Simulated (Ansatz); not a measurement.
## Cd: electron density at the nuclei under pressure

```xyz
1
Lattice="0.0000 2.2495 2.2495 2.2495 0.0000 2.2495 2.2495 2.2495 0.0000" Properties=species:S:1:pos:R:3 pbc="T T T"
Cd    0.0000    0.0000    0.0000
```

The structure comes from a relaxation in the same program, started in the fcc type, and has space group Fm-3m. Whether it is a known phase or the ground state wasn't checked.

Computed with DFT, PBE, all-electron PAW with datasets made for the crystal, scalar-relativistic (Ansatz 0.2.0).

Settings: a Γ-centred 14×14×14 k mesh, Fermi–Dirac smearing of 0.03 eV, cutoff 260 eV (chosen by the program for this cell), no spin polarisation.

The contact density is the mean electron density over the nuclear volume; its changes follow the s electrons' response to bonding and compression. Changes below are taken from the unscaled cell, where it is 1.03593e+06 e/Å³ at Cd.

| V/V(cell) | P (GPa) | Δρ(0) Cd (e/Å³) |
| --- | --- | --- |
| 0.9405 | 3.2 | ? |
| 1.0000 | 0.0 | 0.00 |
| 1.0600 | -2.1 | ? |

(1) Fill in "Δρ(0) Cd (e/Å³)" for the row "1.0600".

(2) Give the missing entry: row "0.9405", column "Δρ(0) Cd (e/Å³)".

The datasets are made afresh for each cell, so very small changes are uncertain.

## Answers

(1) 1.63.

(2) -0.95.
